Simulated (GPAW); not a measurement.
# HfO2 (P4_2/mnm) in GPAW: band structure with r2SCAN

Aim: the band structure of HfO2 with r2SCAN.

Everything below comes from runs of GPAW 26.7.0. Logs are shortened: lines on timing, memory, paths and dates and some standing lists are left out, and cuts for length are marked. The log counts tension as positive stress, the text compression.

## 1. Starting point

Symmetry: P4_2/mnm, No. 136, tetragonal system. Conventional cell: a = 4.814 Å, b = 4.814 Å, c = 3.205 Å, α = 90.00°, β = 90.00°, γ = 90.00°. Hf (site symmetry mmm) is surrounded by 6 O at 2.08 Å. O (site symmetry m2m) is surrounded by 3 Hf at 2.08 Å.

Measurements of this composition are mostly on another form, of space group No. 14.

## 2. Band structure, r2SCAN

The input, run.py:

```python
from ase import Atoms
from ase.dft.bandgap import bandgap
from ase.io import write
from ase.units import GPa
from gpaw import GPAW, PW

atoms = Atoms(['Hf', 'Hf', 'O', 'O', 'O', 'O'],
              cell=[[4.81353299, 0.0, 0.0],
                    [0.0, 4.81353299, 0.0],
                    [0.0, 0.0, 3.20541541]],
              scaled_positions=[[0.5, 0.5, 0.5],
                                [0.0, 0.0, 0.0],
                                [0.80504488, 0.19495512, 0.5],
                                [0.69495512, 0.69495512, 0.0],
                                [0.30504488, 0.30504488, 0.0],
                                [0.19495512, 0.80504488, 0.5]],
              pbc=True)

calc = GPAW(mode=PW(800),
            xc='MGGA_X_R2SCAN+MGGA_C_R2SCAN',
            kpts={'size': (4, 4, 6), 'gamma': True},
            occupations={'name': 'fermi-dirac', 'width': 0.05},
            nbands=43,
            convergence={'density': 1e-05, 'energy': 1e-05},
            maxiter=150,
            txt='gpaw.txt')
atoms.calc = calc
energy = atoms.get_potential_energy()
forces = atoms.get_forces()
stress = atoms.get_stress()
calc.write('gs.gpw')
write('result.traj', atoms)
print(f'Energy: {energy:.6f} eV')
print('Forces (eV/A):')
print(forces.round(4))
print('Stress (GPa):', (stress / GPa).round(3))
print('Fermi level:', round(calc.get_fermi_level(), 4), 'eV')
print(f'Gap: {bandgap(calc)[0]:.4f} eV, direct: {bandgap(calc, direct=True)[0]:.4f} eV')

path = atoms.cell.bandpath('GXMGZRAZ,XR,MA', npoints=100, eps=1e-4)
bs_calc = calc.fixed_density(kpts=path, symmetry='off', nbands=62,
                             convergence={'bands': 'CBM+6.0', 'eigenstates': 1e-6}, txt='bands.txt')
bs = bs_calc.band_structure()
bs.write('bs.json')
print(f'Gap on the path: {bandgap(bs_calc)[0]:.4f} eV')
```

Potentials or basis: GPAW PAW data sets (gpaw-data 1.2.1), pw.

Run with:

```bash
OMP_NUM_THREADS=1 python run.py
```

gpaw.txt:

```text
__  _  _
 | _ |_)|_||  |
 |__||  | ||/\| - 26.7.0

Input parameters:
  mode=PW(ecut=800.0),
  convergence={'density': 1e-05, 'energy': 1e-05},
  kpts=MonkhorstPack(size=(4, 4, 6), gamma=True),
  maxiter=150,
  nbands=43,
  occupations=Occupations(name='fermi-dirac', width=0.05),
  xc=XC(name='MGGA_X_R2SCAN+MGGA_C_R2SCAN')

Diagonalizing LCAO Hamiltonian
Converting LCAO to pw mode
    .-----------.
   /|           |
  / |           |
 *  | O         |
 |  .----HfO----.
 | /       O   /
 |/   O       /
 Hf----------*

Atoms  # Å, Bohr magnetons
|   | symbol |        x |        y |        z |    initial magnetic moments |
|---|--------|----------|----------|----------|-----------------------------|
| 0 |     Hf | 2.406766 | 2.406766 | 1.602708 | ( 0.0000,  0.0000,  0.0000) |
| 1 |     Hf | 0.000000 | 0.000000 | 0.000000 | ( 0.0000,  0.0000,  0.0000) |
| 2 |      O | 3.875110 | 0.938423 | 1.602708 | ( 0.0000,  0.0000,  0.0000) |
| 3 |      O | 3.345189 | 3.345189 | 0.000000 | ( 0.0000,  0.0000,  0.0000) |
| 4 |      O | 1.468344 | 1.468344 | 0.000000 | ( 0.0000,  0.0000,  0.0000) |
| 5 |      O | 0.938423 | 3.875110 | 1.602708 | ( 0.0000,  0.0000,  0.0000) |

Unit cell  # Å
| periodic |        x |        y |        z |  lengths |    angles |
|----------|----------|----------|----------|----------|-----------|
|      yes | 4.813533 | 0.000000 | 0.000000 | 4.813533 | 90.000000 |
|      yes | 0.000000 | 4.813533 | 0.000000 | 4.813533 | 90.000000 |
|      yes | 0.000000 | 0.000000 | 3.205415 | 3.205415 | 90.000000 |

Number of symmetries: 8
Symmetry operations  # r_c * U_cc + t_c -> r_c
|   | kind |            matrix            |
|---|------|------------------------------|
| 0 |  E   |  1, 0, 0,  0, 1, 0,  0, 0, 1 |
| 1 |  σ   |  1, 0, 0,  0, 1, 0,  0, 0,-1 |
| 2 |  σ   |  0, 1, 0,  1, 0, 0,  0, 0, 1 |
| 3 |  C2  |  0, 1, 0,  1, 0, 0,  0, 0,-1 |
| 4 |  σ   |  0,-1, 0, -1, 0, 0,  0, 0, 1 |
| 5 |  C2  |  0,-1, 0, -1, 0, 0,  0, 0,-1 |
| 6 |  C2  | -1, 0, 0,  0,-1, 0,  0, 0, 1 |
| 7 |  i   | -1, 0, 0,  0,-1, 0,  0, 0,-1 |

BZ-sampling:
  Number of BZ points: 96
  Number of IBZ points: 28

  Monkhorst-Pack size: [4, 4, 6]
  Monkhorst-Pack shift: [0.125, 0.125, 0.08333333333333333]

K-points  # in reciprocal-cell coordinates
|     |                                coordinates |     weight |
|-----|--------------------------------------------|------------|
|   0 | (  0.00000000,   0.00000000,   0.00000000) | 0.01041667 |
|   1 | (  0.00000000,   0.00000000,   0.16666667) | 0.02083333 |
|   2 | (  0.00000000,   0.00000000,   0.33333333) | 0.02083333 |
|   3 | (  0.00000000,   0.00000000,   0.50000000) | 0.01041667 |
|   4 | (  0.25000000,  -0.25000000,   0.00000000) | 0.02083333 |
|   5 | (  0.25000000,  -0.25000000,   0.16666667) | 0.04166667 |
|   6 | (  0.25000000,  -0.25000000,   0.33333333) | 0.04166667 |
|   7 | (  0.25000000,  -0.25000000,   0.50000000) | 0.02083333 |
|   8 | (  0.25000000,   0.00000000,   0.00000000) | 0.04166667 |
|   9 | (  0.25000000,   0.00000000,   0.16666667) | 0.08333333 |
| ... |                                            |            |
|  27 | (  0.50000000,   0.50000000,   0.50000000) | 0.01041667 |

Plane wave coefficients: 3848
Cutoff: 800.0 eV

Spin-components: 1 (collinear spins)
Bands:           43
Projectors:      32
Spin-degeneracy: 2
Datatype:        complex128

Parallelization:
  kpt:    1
  domain: 1
  band:   1

Density:
  Valence electrons: 48.0
  Components: 1
  Grid points: [32 32 21]
  Charge: 0.0  # |e|

Potential:
  Grid points: [32 32 21]

species:
  Hf:
    name:    Hafnium
    Z:       72.0
    valence: 12
    core:    60
    charge:  0.0  # [|e|]
    compensation charges:
      type: gauss
      rc: 0.41  # [Å]
      lmax: 2
    cutoffs:
      filter: 2.36  # [Å]
      core: 4.02  # [Å]
    projectors
    | kind |    occ | energy [eV] | rcut [Å] |
    |------|--------|-------------|----------|
    |   5s |  2.000 |     -66.831 |    1.397 |
    |   6s |  2.000 |      -5.097 |    1.397 |
    |   5p |  6.000 |     -35.599 |    1.307 |
    |   6p |  0.000 |      -1.401 |    1.307 |
    |   5d |  2.000 |      -2.699 |    1.334 |
    |    d |        |      24.513 |    1.334 |

    Using partial waves for Hf as LCAO basis

  O:
    name:    Oxygen
    Z:       8.0
    valence: 6
    core:    2
    charge:  0.0  # [|e|]
    compensation charges:
      type: gauss
      rc: 0.21  # [Å]
      lmax: 2
    cutoffs:
      filter: 1.17  # [Å]
      core: 0.83  # [Å]
    projectors
    | kind |    occ | energy [eV] | rcut [Å] |
    |------|--------|-------------|----------|
    |   2s |  2.000 |     -23.961 |    0.688 |
    |   2p |  4.000 |      -9.029 |    0.598 |
    |    s |        |       3.251 |    0.688 |
    |    p |        |      18.182 |    0.598 |
    |    d |        |       0.000 |    0.619 |

    Using partial waves for O as LCAO basis

Reference energy: -827935.639755  # eV

eigensolver:
  PPCG
  Converge bands: occupied
  niter=2

density mixing:
  MSR1-Mixer
  Pratt-step length: 0.05
  Maximum mixing coefficient: 0.75
  Old densities: 10
  SVD Regularization: 0.005
  Good broyden scale: 1.0
  Trust region scale: 1.0
  Backstep threshold: 4.0
  History deletion threshold: 6.0
  Fourier metric: weight=20.0, sigma=0.015

occupation numbers:
  Fermi-Dirac:
    width: 0.0500  # eV

poisson solver:
  ecut: 6400.0  # eV

xc functional:
  name: MGGA_X_R2SCAN+MGGA_C_R2SCAN with 2 nearest neighbor stencil

convergence criteria:
- Maximum integral of absolute [dens]ity change: 1e-05 electrons / valence electron
- Maximum [total energy] change in last 3 cyles: 1e-05 eV / valence electron
- Maximum integral of absolute [eigenst]ate change: 4e-08 eV^2 / valence electron
maximum number of iterations: 150

SCF iterations
|iter     | |      energy | eigst |  dens |
|---------|-|-------------|-------|-------|
|iter:   1| | -110.858864 | +0.25 |       |
|iter:   2| |  -92.803379 | -1.35 | -0.80 |
|iter:   3| |  -88.288351 | -0.57 | -0.84 |
|iter:   4| |  -88.079751 | -1.54 | -1.34 |
|iter:   5| |  -88.126599 | -2.57 | -1.67 |
|iter:   6| |  -88.124461 | -4.12 | -2.62 |
|iter:   7| |  -88.124532 | -5.11 | -3.11 |
|iter:   8| |  -88.124535c| -6.29 | -3.74 |
|iter:   9| |  -88.124537c| -7.07 | -4.02 |
|iter:  10| |  -88.124537c| -7.42c| -4.80 |
|iter:  11| |  -88.124537c| -8.13c| -5.47c|

Converged in 11 steps
Energy contributions relative to reference atoms: (reference = -827935.639755)

Energy contributions:
  Kinetic:          83.791311
  Coulomb:         -89.051441
  Zero:              0.343267
  External:          0.000000
  Xc:              -83.207674
  Entropy:          -0.000000
  Spinorbit:         0.000000
  ----------------------------
  Free energy:     -88.124537
  Extrapolated:    -88.124537

dipole moment: (-17.468219, -17.468219, -29.604568)  # |e|*Ang

Fermi level: 7.198
Eigenvalues  # (at kpt = [0.000, 0.000, 0.000])
| band index |      eig [eV] | occ [0-2] |
|------------|---------------|-----------|
|          0 |       -56.332 |     2.000 |
|        ... |               |           |
|         16 |         1.987 |     2.000 |
|         17 |         3.741 |     2.000 |
|         18 |         3.741 |     2.000 |
|         19 |         3.951 |     2.000 |
|         20 |         4.883 |     2.000 |
|         21 |         5.151 |     2.000 |
|         22 |         5.151 |     2.000 |
|         23 |         5.634 |     2.000 |
|         24 |        10.177 |     0.000 |
|         25 |        10.307 |     0.000 |
|         26 |        11.413 |     0.000 |
|         27 |        11.787 |     0.000 |
|         28 |        11.787 |     0.000 |
|         29 |        12.750 |     0.000 |
|         30 |        14.155 |     0.000 |
|         31 |        14.571 |     0.000 |
|        ... |               |           |
|         42 |        24.909 |     0.000 |

Gap: 4.544 eV
Transition (v -> c):
  (s=0, k=0, n=23, [0.00, 0.00, 0.00]) -> (s=0, k=0, n=24, [0.00, 0.00, 0.00])
No difference between direct/indirect transitions

Forces  # eV/Ang
|        x |        y |       z |
|----------|----------|---------|
|  0.00000 |  0.00000 | 0.00000 |  # Hf   0
| -0.00000 |  0.00000 | 0.00000 |  # Hf   1
| -0.03490 |  0.03490 | 0.00000 |  # O    2
|  0.03543 |  0.03543 | 0.00000 |  # O    3
| -0.03543 | -0.03543 | 0.00000 |  # O    4
|  0.03490 | -0.03490 | 0.00000 |  # O    5

Stress tensor  # eV/Ang^3
|         x |         y |         z |
|-----------|-----------|-----------|
| -0.023654 | -0.000015 |  0.000000 |
| -0.000015 | -0.023654 |  0.000000 |
|  0.000000 |  0.000000 | -0.029357 |

# Writing to gs.gpw (mode='')
```

Wall time 5 min (1 thread of Intel Xeon 6975P-C (Granite Rapids), shared host); peak memory 0.93 GiB.

What came out:

* Free energy: -88.1245 eV
* Pressure: 4.1 GPa
* Largest force: 0.050 eV/Å
* Band gap on the k mesh: 4.54 eV, direct
* Band gap along the path: 4.54 eV, direct

Forces in eV/Å, atoms in the order of the input:
```
Hf   0.000  0.000  0.000
Hf   0.000  0.000  0.000
O   -0.035  0.035  0.000
O    0.035  0.035  0.000
O   -0.035 -0.035  0.000
O    0.035 -0.035  0.000
```

Levels at the corners of the path, in eV from the valence-band top:
```tsv
point	band 22	band 23	band 24	band 25	band 26	band 27
Γ	-0.48	-0.48	0.00	4.54	4.67	5.78
X	-1.48	-0.67	-0.67	5.20	5.20	6.80
M	-1.17	-0.84	-0.84	4.75	4.75	6.22
Γ	-0.48	-0.48	0.00	4.54	4.67	5.78
Z	-2.11	-1.00	-1.00	6.15	6.15	6.68
R	-1.80	-0.95	-0.95	4.74	4.74	6.90
A	-1.12	-0.52	-0.52	5.68	5.68	6.44
Z	-2.11	-1.00	-1.00	6.15	6.15	6.68
X	-1.48	-0.67	-0.67	5.20	5.20	6.80
R	-1.80	-0.95	-0.95	4.74	4.74	6.90
M	-1.17	-0.84	-0.84	4.75	4.75	6.22
A	-1.12	-0.52	-0.52	5.68	5.68	6.44
```

Caveat: the PAW data sets were made with another functional, which shifts forces and pressure a little; spin-orbit coupling is left out, which moves the levels of the heavy elements.
